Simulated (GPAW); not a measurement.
# CaSe (Fm-3m) in GPAW: relaxation of the atoms with PBE

Aim: the relaxation of the atoms of CaSe with PBE.

Everything below comes from runs of GPAW 26.7.0. Logs are shortened: lines on timing, memory, paths and dates and some standing lists are left out, and cuts for length are marked. The log counts tension as positive stress, the text compression.

### Step 1. The undisturbed crystal

Symmetry: Fm-3m, No. 225, cubic system. The conventional cell has a = 5.912 Å, b = 5.912 Å, c = 5.912 Å, α = 90.00°, β = 90.00°, γ = 90.00°. Se (site symmetry m-3m) has 6 Ca at 2.96 Å as nearest neighbours. Around Ca (site symmetry m-3m) lie 6 Se at 2.96 Å.

### Step 2. Relaxation of the atoms, PBE (strain = 0.02)

Input file run.py:

```python
from ase import Atoms
from ase.io import write
from ase.optimize import BFGS
from gpaw import GPAW, PW

atoms = Atoms(['Se', 'Ca'],
              cell=[[0.0, 2.956, 2.956],
                    [3.01512, 0.0, 2.956],
                    [3.01512, 2.956, 0.0]],
              scaled_positions=[[0.5, 0.5, 0.5],
                                [0.0, 0.0, 0.0]],
              pbc=True)

calc = GPAW(mode=PW(600),
            xc='PBE',
            kpts={'size': (8, 8, 8), 'gamma': True},
            occupations={'name': 'fermi-dirac', 'width': 0.05},
            nbands=16,
            convergence={'density': 1e-05, 'forces': 0.0001},
            maxiter=150,
            txt='gpaw.txt')
atoms.calc = calc
opt = BFGS(atoms, trajectory='relax.traj', logfile='-')
done = opt.run(fmax=0.02, steps=60)
calc.write('gs.gpw')
write('result.traj', atoms)
print('Converged:', done)
print('Cell:', atoms.cell.cellpar().round(4))
print('Volume:', round(atoms.get_volume(), 4))
print(atoms.get_scaled_positions().round(5))
```

Potentials or basis: GPAW PAW data sets (gpaw-data 1.2.1), pw.

Command:

```console
OMP_NUM_THREADS=1 python run.py
```

gpaw.txt:

```text
__  _  _
 | _ |_)|_||  |
 |__||  | ||/\| - 26.7.0

Input parameters:
  mode=PW(ecut=600.0),
  convergence={'density': 1e-05, 'forces': 0.0001},
  kpts=MonkhorstPack(size=(8, 8, 8), gamma=True),
  maxiter=150,
  nbands=16,
  occupations=Occupations(name='fermi-dirac', width=0.05),
  xc=XC(name='PBE')

Diagonalizing LCAO Hamiltonian
Converting LCAO to pw mode

                Se

       Ca

Atoms  # Å, Bohr magnetons
|   | symbol |        x |        y |        z |    initial magnetic moments |
|---|--------|----------|----------|----------|-----------------------------|
| 0 |     Se | 3.015120 | 2.956000 | 2.956000 | ( 0.0000,  0.0000,  0.0000) |
| 1 |     Ca | 0.000000 | 0.000000 | 0.000000 | ( 0.0000,  0.0000,  0.0000) |

Unit cell  # Å
| periodic |        x |        y |        z |  lengths |    angles |
|----------|----------|----------|----------|----------|-----------|
|      yes | 0.000000 | 2.956000 | 2.956000 | 4.180415 | 59.342830 |
|      yes | 3.015120 | 0.000000 | 2.956000 | 4.222426 | 60.328585 |
|      yes | 3.015120 | 2.956000 | 0.000000 | 4.222426 | 60.328585 |

Number of symmetries: 16
Symmetry operations  # r_c * U_cc + t_c -> r_c
|    | kind |            matrix            |
|----|------|------------------------------|
|  0 |  σ   |  1, 0, 0,  1, 0,-1,  1,-1, 0 |
|  1 |  C2  |  1, 0, 0,  1,-1, 0,  1, 0,-1 |
|  2 |  E   |  1, 0, 0,  0, 1, 0,  0, 0, 1 |
|  3 |  σ   |  1, 0, 0,  0, 0, 1,  0, 1, 0 |
|  4 |  C2  |  0, 1,-1,  1, 0,-1,  0, 0,-1 |
|  5 |  σ   |  0, 1,-1,  0, 1, 0, -1, 1, 0 |
|  6 |  S4  |  0, 1,-1,  0, 0,-1,  1, 0,-1 |
|  7 |  C4  |  0, 1,-1, -1, 1, 0,  0, 1, 0 |
|  8 |  S4  |  0,-1, 1,  1,-1, 0,  0,-1, 0 |
|  9 |  C4  |  0,-1, 1,  0, 0, 1, -1, 0, 1 |
| 10 |  C2  |  0,-1, 1,  0,-1, 0,  1,-1, 0 |
| 11 |  σ   |  0,-1, 1, -1, 0, 1,  0, 0, 1 |
| 12 |  C2  | -1, 0, 0,  0, 0,-1,  0,-1, 0 |
| 13 |  i   | -1, 0, 0,  0,-1, 0,  0, 0,-1 |
| 14 |  σ   | -1, 0, 0, -1, 1, 0, -1, 0, 1 |
| 15 |  C2  | -1, 0, 0, -1, 0, 1, -1, 1, 0 |

BZ-sampling:
  Number of BZ points: 512
  Number of IBZ points: 59

  Monkhorst-Pack size: [8, 8, 8]
  Monkhorst-Pack shift: [0.0625, 0.0625, 0.0625]

K-points  # in reciprocal-cell coordinates
|     |                                coordinates |     weight |
|-----|--------------------------------------------|------------|
|   0 | (  0.00000000,   0.00000000,   0.00000000) | 0.00195312 |
|   1 | (  0.00000000,   0.12500000,   0.12500000) | 0.00390625 |
|   2 | (  0.00000000,   0.25000000,   0.25000000) | 0.00390625 |
|   3 | (  0.00000000,   0.37500000,   0.37500000) | 0.00390625 |
|   4 | (  0.00000000,   0.50000000,   0.50000000) | 0.00195312 |
|   5 | (  0.12500000,   0.12500000,   0.00000000) | 0.00781250 |
|   6 | (  0.12500000,   0.12500000,   0.12500000) | 0.01562500 |
|   7 | (  0.12500000,   0.25000000,   0.12500000) | 0.01562500 |
|   8 | (  0.12500000,   0.25000000,   0.25000000) | 0.01562500 |
|   9 | (  0.12500000,   0.37500000,   0.25000000) | 0.01562500 |
| ... |                                            |            |
|  58 | (  0.50000000,   0.50000000,   0.50000000) | 0.00781250 |

Plane wave coefficients: 1793
Cutoff: 600.0 eV

Spin-components: 1 (collinear spins)
Bands:           16
Projectors:      10
Spin-degeneracy: 2
Datatype:        complex128

Parallelization:
  kpt:    1
  domain: 1
  band:   1

Density:
  Valence electrons: 16.0
  Components: 1
  Grid points: [24 24 24]
  Charge: 0.0  # |e|

Potential:
  Grid points: [24 24 24]

species:
  Se:
    name:    Selenium
    Z:       34.0
    valence: 6
    core:    28
    charge:  0.0  # [|e|]
    compensation charges:
      type: gauss
      rc: 0.27  # [Å]
      lmax: 2
    cutoffs:
      filter: 1.77  # [Å]
      core: 2.67  # [Å]
    projectors
    | kind |    occ | energy [eV] | rcut [Å] |
    |------|--------|-------------|----------|
    |   4s |  2.000 |     -17.277 |    0.847 |
    |   4p |  4.000 |      -6.512 |    1.005 |
    |    s |        |       9.935 |    0.847 |
    |    p |        |      20.699 |    1.005 |
    |    d |        |       0.000 |    0.847 |

    Using partial waves for Se as LCAO basis

  Ca:
    name:    Calcium
    Z:       20.0
    valence: 10
    core:    10
    charge:  0.0  # [|e|]
    compensation charges:
      type: gauss
      rc: 0.37  # [Å]
      lmax: 2
    cutoffs:
      filter: 2.10  # [Å]
      core: 1.17  # [Å]
    projectors
    | kind |    occ | energy [eV] | rcut [Å] |
    |------|--------|-------------|----------|
    |   3s |  2.000 |     -47.086 |    1.175 |
    |   4s |  2.000 |      -3.766 |    1.175 |
    |   3p |  6.000 |     -28.008 |    1.154 |
    |    p |        |      -0.797 |    1.154 |
    |    d |        |       0.000 |    0.937 |

    Using partial waves for Ca as LCAO basis

Reference energy: -84614.401363  # eV

eigensolver:
  PPCG
  Converge bands: occupied
  niter=2

density mixing:
  MSR1-Mixer
  Pratt-step length: 0.05
  Maximum mixing coefficient: 0.75
  Old densities: 10
  SVD Regularization: 0.005
  Good broyden scale: 1.0
  Trust region scale: 1.0
  Backstep threshold: 4.0
  History deletion threshold: 6.0
  Fourier metric: weight=20.0, sigma=0.015

occupation numbers:
  Fermi-Dirac:
    width: 0.0500  # eV

poisson solver:
  ecut: 4800.0  # eV

xc functional:
  name: PBE with 2 nearest neighbor stencil

convergence criteria:
- Maximum integral of absolute [dens]ity change: 1e-05 electrons / valence electron
- Maximum change in the atomic [forces] across last 2 cycles: 0.0001 eV/Ang OR
Maximum error relative to the maximum force is below inf
- Maximum [total energy] change in last 3 cyles: 0.0005 eV / valence electron
- Maximum integral of absolute [eigenst]ate change: 4e-08 eV^2 / valence electron
maximum number of iterations: 150

SCF iterations
|iter     | |      energy | eigst |  dens |force |
|---------|-|-------------|-------|-------|------|
|iter:   1| |   -9.559356 | +0.15 |       |      |
|iter:   2| |   -9.599968 | -1.51 | -1.20 |      |
|iter:   3| |   -9.569378 | -2.41 | -1.23 |      |
|iter:   4| |   -9.571813 | -3.37 | -1.57 |      |
|iter:   5| |   -9.569339c| -3.39 | -1.83 |      |
|iter:   6| |   -9.569319c| -5.04 | -2.66 |      |
|iter:   7| |   -9.569326c| -5.93 | -3.08 |      |
|iter:   8| |   -9.569326c| -7.15 | -3.98 |      |
|iter:   9| |   -9.569326c| -8.33c| -4.49 |      |
|iter:  10| |   -9.569326c| -8.79c| -5.36c|      |
|iter:  11| |   -9.569326c| -9.59c| -6.27c|-23.38c|

Converged in 11 steps
Energy contributions relative to reference atoms: (reference = -84614.401363)

Energy contributions:
  Kinetic:          12.153417
  Coulomb:          -9.962500
  Zero:             -0.563029
  External:          0.000000
  Xc:              -11.197214
  Entropy:          -0.000000
  Spinorbit:         0.000000
  ----------------------------
  Free energy:      -9.569326
  Extrapolated:     -9.569326

dipole moment: (-19.908485, -19.518123, -19.518123)  # |e|*Ang

Fermi level: 5.507
Eigenvalues  # (at kpt = [0.000, 0.000, 0.000])
| band index |      eig [eV] | occ [0-2] |
|------------|---------------|-----------|
|          0 |       -35.483 |     2.000 |
|          1 |       -16.502 |     2.000 |
|          2 |       -16.496 |     2.000 |
|          3 |       -16.496 |     2.000 |
|          4 |        -7.398 |     2.000 |
|          5 |         4.320 |     2.000 |
[... 8 lines left out ...]
|         14 |        14.013 |     0.000 |
|         15 |        16.461 |     0.000 |

Gap: 2.086 eV
Transition (v -> c):
  (s=0, k=0, n=7, [0.00, 0.00, 0.00]) -> (s=0, k=54, n=8, [0.50, 0.50, 0.00])
Direct/indirect transitions are different
Direct gap: 2.969 eV
Transition at: (s=0, k=4, n=7, [0.00, 0.50, 0.50])

Forces  # eV/Ang
|       x |        y |        z |
|---------|----------|----------|
| 0.00000 | -0.00000 | -0.00000 |  # Se   0
| 0.00000 |  0.00000 | -0.00000 |  # Ca   1

# Writing to gs.gpw (mode='')
```

It took 27 s on 1 thread of Intel Xeon Platinum 8488C (Sapphire Rapids), shared host; peak memory 0.18 GiB.

Results:

| Quantity | Value |
| --- | --- |
| Free energy | -9.5693 eV |
| Band gap on the k mesh | 2.09 eV, indirect (least direct gap 2.97 eV) |

Final structure:
```yaml
crystal:
  lattice:
    - [0.00000, 2.95600, 2.95600]
    - [3.01512, 0.00000, 2.95600]
    - [3.01512, 2.95600, 0.00000]
  atoms:
    - { symbol: Se, position: [0.50000, 0.50000, 0.50000] }
    - { symbol: Ca, position: [0.00000, 0.00000, 0.00000] }
```

Levels at points of the mesh, in eV from the valence-band top:
```tsv
k point	band 4	band 5	band 6	band 7	band 8	band 9	band 10	band 11	band 12
(0.00, 0.00, 0.00)	-20.82	-11.72	-0.01	0.00	0.00	3.24	3.64	3.76	3.76
(0.00, 0.50, 0.50)	-20.85	-11.18	-2.51	-0.87	-0.87	2.10	4.96	5.01	5.89
(0.50, 0.50, 0.00)	-20.85	-11.15	-2.46	-0.97	-0.92	2.09	4.91	5.06	5.90
(0.50, 0.50, 0.50)	-20.83	-11.06	-3.21	-1.15	-1.14	4.48	5.40	5.42	5.46
```

Caveat: the density grid can change from cell to cell, which puts small steps into energies and stress; the relaxation stopped at its first step, so nothing moved; later steps reuse the first step's grids.
